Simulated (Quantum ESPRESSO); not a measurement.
# Mo (Im-3m) in Quantum ESPRESSO: a series of runs, part 2 of 2

Quantum ESPRESSO 7.5. Earlier steps stand in the parts before.

## (3) Hubbard U by linear response, LDA+U

The input, pw.in:

```
&CONTROL
  calculation = 'scf'
  prefix = 'pwscf'
  outdir = './tmp'
  pseudo_dir = './pseudo'
  tprnfor = .true.
  tstress = .true.
  disk_io = 'low'
/
&SYSTEM
  ibrav = 0
  nat = 1
  ntyp = 1
  ecutwfc = 45
  ecutrho = 360
  nbnd = 16
  occupations = 'smearing'
  smearing = 'mv'
  degauss = 0.01469973
/
&ELECTRONS
  conv_thr = 2d-10
  electron_maxstep = 120
  mixing_beta = 0.3
/
ATOMIC_SPECIES
Mo    95.9500 mo_lda_v1.uspp.F.UPF
CELL_PARAMETERS bohr
  -2.9929651906    2.9929651906    2.9929651906
   2.9929651906   -2.9929651906    2.9929651906
   2.9929651906    2.9929651906   -2.9929651906
ATOMIC_POSITIONS bohr
Mo     0.0000000000    0.0000000000    0.0000000000
K_POINTS automatic
10 10 10 0 0 0
HUBBARD {ortho-atomic}
U Mo-4d 8.0
```

The input, scf2.in:

```
&CONTROL
  calculation = 'scf'
  prefix = 'pwscf'
  outdir = './tmp'
  pseudo_dir = './pseudo'
  tprnfor = .true.
  tstress = .true.
  disk_io = 'low'
/
&SYSTEM
  ibrav = 0
  nat = 1
  ntyp = 1
  ecutwfc = 45
  ecutrho = 360
  nbnd = 16
  occupations = 'smearing'
  smearing = 'mv'
  degauss = 0.01469973
/
&ELECTRONS
  conv_thr = 1d-13
  electron_maxstep = 120
  mixing_beta = 0.3
  startingpot = 'file'
  startingwfc = 'file'
/
ATOMIC_SPECIES
Mo    95.9500 mo_lda_v1.uspp.F.UPF
CELL_PARAMETERS bohr
  -2.9929651906    2.9929651906    2.9929651906
   2.9929651906   -2.9929651906    2.9929651906
   2.9929651906    2.9929651906   -2.9929651906
ATOMIC_POSITIONS bohr
Mo     0.0000000000    0.0000000000    0.0000000000
K_POINTS automatic
10 10 10 0 0 0
HUBBARD {ortho-atomic}
U Mo-4d 8.0
```

The input, hp.in:

```
&INPUTHP
  prefix = 'pwscf'
  outdir = './tmp'
  nq1 = 2
  nq2 = 2
  nq3 = 2
  conv_thr_chi = 1d-06
  niter_max = 80
  iverbosity = 1
  alpha_mix(1) = 0.15
/
```

Potentials or basis: GBRV 1.5 LDA.

Launch:

```
> OMP_NUM_THREADS=1 pw.x -in pw.in > pw.out
> OMP_NUM_THREADS=1 pw.x -in scf2.in > scf2.out
> OMP_NUM_THREADS=1 hp.x -in hp.in > hp.out
```

pw.out:

```text
This program is part of the open-source Quantum ESPRESSO suite
     for quantum simulation of materials; please cite
[... 9 lines left out ...]
     --------------------
     sticks:   dense  smooth     PW     G-vecs:    dense   smooth      PW
     Sum         727     363    139                12479     4321    1061

     Using Slab Decomposition

     bravais-lattice index     =            0
     lattice parameter (alat)  =       5.1840  a.u.
     unit-cell volume          =     107.2420 (a.u.)^3
     number of atoms/cell      =            1
     number of atomic types    =            1
     number of electrons       =        14.00
     number of Kohn-Sham states=           16
     kinetic-energy cutoff     =      45.0000  Ry
     charge density cutoff     =     360.0000  Ry
     scf convergence threshold =      2.0E-10
     mixing beta               =       0.3000
     number of iterations used =            8  plain     mixing
     Exchange-correlation= SLA  PZ   NOGX NOGC
                           (   1   1   0   0   0   0   0)
     Hubbard projectors: ortho-atomic
     Hubbard parameters of DFT+U (Dudarev formulation) in eV:
     U(Mo-4d) =  8.0000

     Internal variables: lda_plus_u =T, lda_plus_u_kind = 0

     Internal variables: orbital_resolved =F, hub_pot_fix =F, apply_U = F

     celldm(1)=   5.183968  celldm(2)=   0.000000  celldm(3)=   0.000000
     celldm(4)=   0.000000  celldm(5)=   0.000000  celldm(6)=   0.000000

     crystal axes: (cart. coord. in units of alat)
               a(1) = (  -0.577350   0.577350   0.577350 )
               a(2) = (   0.577350  -0.577350   0.577350 )
               a(3) = (   0.577350   0.577350  -0.577350 )

     reciprocal axes: (cart. coord. in units 2 pi/alat)
               b(1) = ( -0.000000  0.866025  0.866025 )
               b(2) = (  0.866025 -0.000000  0.866025 )
               b(3) = (  0.866025  0.866025  0.000000 )

     PseudoPot. # 1 for Mo read from file:
     mo_lda_v1.uspp.F.UPF
     Pseudo is Ultrasoft + core correction, Zval = 14.0
     Generated by new atomic code, or converted to UPF format
     Using radial grid of  889 points,  6 beta functions with:
                l(1) =   0
                l(2) =   0
                l(3) =   1
                l(4) =   1
                l(5) =   2
                l(6) =   2
     Q(r) pseudized with  6 coefficients,  rinner =    1.000   1.000   1.000
                                                       1.000   1.000

     atomic species   valence    mass     pseudopotential
     Mo               14.00    95.95000     Mo( 1.00)

     48 Sym. Ops., with inversion, found

   Cartesian axes

     site n.     atom                  positions (alat units)
         1        Mo     tau(   1) = (   0.0000000   0.0000000   0.0000000  )

     number of k points=    47  Marzari-Vanderbilt smearing, width (Ry)=  0.0147
                       cart. coord. in units 2pi/alat
        k(    1) = (   0.0000000   0.0000000   0.0000000), wk =   0.0020000
        k(    2) = (   0.0866025   0.0866025   0.0000000), wk =   0.0240000
        k(    3) = (   0.1732051   0.1732051   0.0000000), wk =   0.0240000
        k(    4) = (   0.2598076   0.2598076   0.0000000), wk =   0.0240000
        k(    5) = (   0.3464102   0.3464102   0.0000000), wk =   0.0240000
        k(    6) = (  -0.4330127  -0.4330127   0.0000000), wk =   0.0120000
[... 39 lines left out ...]
        k(   46) = (  -0.8660254  -0.0866025  -0.0866025), wk =   0.0240000
        k(   47) = (  -0.8660254  -0.8660254  -0.8660254), wk =   0.0020000

     Dense  grid:    12479 G-vectors     FFT dimensions: (  32,  32,  32)

     Smooth grid:     4321 G-vectors     FFT dimensions: (  24,  24,  24)

     Initial potential from superposition of free atoms

     starting charge      13.9991, renormalised to      14.0000

     negative rho (up, down):  1.321E-05 0.000E+00

     STARTING HUBBARD OCCUPATIONS:

     =================== HUBBARD OCCUPATIONS ===================
     ------------------------ ATOM    1 ------------------------
     Tr[ns(  1)] =   4.00000
     eigenvalues:
       0.400  0.400  0.400  0.400  0.400
     eigenvectors (columns):
       1.000  0.000  0.000  0.000  0.000
       0.000  1.000  0.000  0.000  0.000
       0.000  0.000  1.000  0.000  0.000
       0.000  0.000  0.000  1.000  0.000
       0.000  0.000  0.000  0.000  1.000
     occupation matrix ns (before diag.):
       0.400  0.000  0.000  0.000  0.000
       0.000  0.400  0.000  0.000  0.000
       0.000  0.000  0.400  0.000  0.000
       0.000  0.000  0.000  0.400  0.000
       0.000  0.000  0.000  0.000  0.400

     Number of occupied Hubbard levels =    4.0000

     Atomic wfc used for Hubbard projectors are orthogonalized

     Starting wfcs are   13 randomized atomic wfcs +    3 random wfcs

     Self-consistent Calculation

     iteration #  1     ecut=    45.00 Ry     beta= 0.30
     Davidson diagonalization with overlap
     ethr =  1.00E-02,  avg # of iterations =  4.9

     =================== HUBBARD OCCUPATIONS ===================
     ------------------------ ATOM    1 ------------------------
     Tr[ns(  1)] =   4.60498
     eigenvalues:
       0.381  0.381  0.514  0.514  0.514
     eigenvectors (columns):
       0.179  0.984 -0.000  0.000 -0.000
      -0.000  0.000  0.224 -0.969 -0.103
      -0.000  0.000  0.641  0.226 -0.733
       0.984 -0.179  0.000 -0.000  0.000
       0.000 -0.000 -0.734 -0.098 -0.672
     occupation matrix ns (before diag.):
       0.381 -0.000 -0.000 -0.000  0.000
      -0.000  0.514 -0.000  0.000  0.000
      -0.000 -0.000  0.514  0.000  0.000
      -0.000  0.000  0.000  0.381 -0.000
       0.000  0.000  0.000 -0.000  0.514

     Number of occupied Hubbard levels =    4.6050

     Threshold (ethr) on eigenvalues was too large:
     Diagonalizing with lowered threshold

     Davidson diagonalization with overlap
     ethr =  4.07E-04,  avg # of iterations =  1.4

     negative rho (up, down):  4.832E-05 0.000E+00
[... 139 lines left out ...]
     iteration # 17     ecut=    45.00 Ry     beta= 0.30
     Davidson diagonalization with overlap
     ethr =  7.50E-12,  avg # of iterations =  1.0

     negative rho (up, down):  5.833E-05 0.000E+00

     End of self-consistent calculation

     =================== HUBBARD OCCUPATIONS ===================
     ------------------------ ATOM    1 ------------------------
     Tr[ns(  1)] =   4.79047
     eigenvalues:
       0.241  0.241  0.638  0.638  0.638
     eigenvectors (columns):
      -0.079  0.997 -0.000 -0.000 -0.000
       0.000  0.000  0.219 -0.039  0.975
       0.000  0.000  0.655 -0.735 -0.176
      -0.997 -0.079  0.000  0.000  0.000
      -0.000 -0.000 -0.723 -0.677  0.136
     occupation matrix ns (before diag.):
       0.241 -0.000 -0.000  0.000  0.000
      -0.000  0.638 -0.000  0.000  0.000
      -0.000 -0.000  0.638  0.000  0.000
       0.000  0.000  0.000  0.241 -0.000
       0.000  0.000  0.000 -0.000  0.638

     Number of occupied Hubbard levels =    4.7905

          k = 0.0000 0.0000 0.0000 (   555 PWs)   bands (ev):

   -40.2414 -13.5979 -13.5979 -13.5979  13.4921  18.4311  18.4311  18.4311
    24.4161  24.4161  35.4330  35.4330  35.4330  46.8167  46.8167  49.8440
[... 18 lines left out ...]
   -40.0286 -14.8309 -13.9898 -13.6083  15.4520  16.5679  21.1968  23.5779
    23.6031  24.9360  33.1729  33.2835  39.1971  43.5385  44.1901  46.8005

          k =-0.4330-0.4330 0.0000 (   546 PWs)   bands (ev):

   -40.0113 -14.9512 -14.0284 -13.6095  15.3282  16.4089  22.2724  23.6927
    24.4716  25.0809  32.0604  32.5598  37.7797  42.5879  46.0376  47.4578

          k = 0.1732 0.0866 0.0866 (   556 PWs)   bands (ev):
[... 81 lines left out ...]
   -39.9756 -14.4854 -14.4854 -13.9050  16.1757  17.9745  17.9745  24.7323
    24.7323  30.2896  31.0903  31.0903  35.2734  43.3724  43.3724  49.0410

          k =-0.0000-0.1732 0.3464 (   544 PWs)   bands (ev):

   -40.0628 -14.4862 -13.9357 -13.7071  16.0115  17.4285  19.2756  21.6171
    22.3573  25.2329  34.7828  36.4095  40.4009  41.9159  43.4291  45.3340

          k = 0.0866-0.0866 0.3464 (   550 PWs)   bands (ev):
[... 46 lines left out ...]
   -40.0775 -14.1558 -13.9198 -13.9198  16.4221  18.7297  18.7297  19.8972
    21.1975  25.4496  36.4810  37.9985  39.6054  39.6054  45.4171  45.4171

          k =-0.0000-0.0866 0.4330 (   550 PWs)   bands (ev):

   -40.0087 -14.4360 -14.0615 -13.9622  17.2115  18.5817  19.1776  20.7429
    21.3446  25.6096  35.1506  37.9570  39.0413  39.8949  45.4291  46.0862

          k = 0.0000-0.1732 0.5196 (   550 PWs)   bands (ev):
[... 21 lines left out ...]
   -39.9007 -14.5683 -14.5683 -14.0150  18.1531  18.6114  18.6114  22.7176
    22.7176  30.9053  31.1903  31.1903  39.9998  39.9998  42.8932  48.2427

          k =-0.0000-0.0000 0.5196 (   546 PWs)   bands (ev):

   -39.9433 -14.4260 -14.2099 -14.2099  18.2057  19.2165  19.9071  19.9071
    21.4668  25.7797  36.1482  36.9778  36.9778  39.5724  47.6743  48.2879

          k = 0.0000-0.0866 0.6062 (   541 PWs)   bands (ev):
[... 26 lines left out ...]
   -39.8123 -14.5288 -14.5288 -14.5288  17.4453  17.4453  23.7149  23.7149
    23.7149  29.6337  29.6337  29.6337  39.8023  41.2254  41.2254  43.7550

     the Fermi energy is    20.7112 ev

!    total energy              =    -138.80430971 Ry
     estimated scf accuracy    <          6.1E-11 Ry
     smearing contrib. (-TS)   =      -0.00028088 Ry
     internal energy E=F+TS    =    -138.80402883 Ry

     The total energy is F=E-TS. E is the sum of the following terms:
     one-electron contribution =     -19.13242542 Ry
     hartree contribution      =      18.09575984 Ry
     xc contribution           =     -19.22910800 Ry
     ewald contribution        =    -119.16105111 Ry
     Hubbard energy            =       0.62279587 Ry

     convergence has been achieved in  17 iterations

     negative rho (up, down):  5.833E-05 0.000E+00

     Forces acting on atoms (cartesian axes, Ry/au):

     atom    1 type  1   force =     0.00000000    0.00000000    0.00000000

     Total force =     0.000000     Total SCF correction =     0.000000

     Computing stress (Cartesian axis) and pressure

     negative rho (up, down):  5.833E-05 0.000E+00
          total   stress  (Ry/bohr**3)                   (kbar)     P=       40.75
   0.00027704   0.00000000   0.00000000           40.75        0.00        0.00
   0.00000000   0.00027704   0.00000000            0.00       40.75        0.00
   0.00000000   0.00000000   0.00027704            0.00        0.00       40.75

=------------------------------------------------------------------------------=
   JOB DONE.
=------------------------------------------------------------------------------=
```

Run time: 2 min. Hardware: 1 thread of Arm Neoverse V1, shared host; peak memory 0.08 GiB.

Results:

- Free energy: -1888.5288 eV
- Pressure: 4.1 GPa
- Band gap on the k mesh: none (metal or under the smearing width)
- Hubbard U from linear response: 3.30 eV

Levels at points of the mesh, in eV from the Fermi level:
```
              k point  band 4  band 5  band 6  band 7  band 8  band 9  band 10  band 11
   (0.00, 0.00, 0.00)  -34.31   -7.22   -2.28   -2.28   -2.28    3.70     3.70    14.72
  (0.00, 0.00, -0.50)  -34.32   -5.38   -4.30    1.56    2.98    3.76     4.37    11.35
(-0.50, -0.50, -0.50)  -35.24   -3.27   -3.27    3.00    3.00    3.00     8.92     8.92
```

Eigenvalues of the final occupation matrices:
| site | spin | trace | eigenvalues |
| --- | --- | --- | --- |
| Mo 1 4d | each | 2.40 | 0.24 0.24 0.64 0.64 0.64 |

Hubbard U from linear response:
| site | manifold | U (eV) |
| --- | --- | --- |
| 1 | Mo-4d | 3.30 |
On the first site the bare response is -0.843 and the screened one -0.206 eV⁻¹.

Caveat: the computed U isn't converged in cell size; U without spin polarisation on a metal has little footing; the U is typed as a test and isn't derived for this compound.
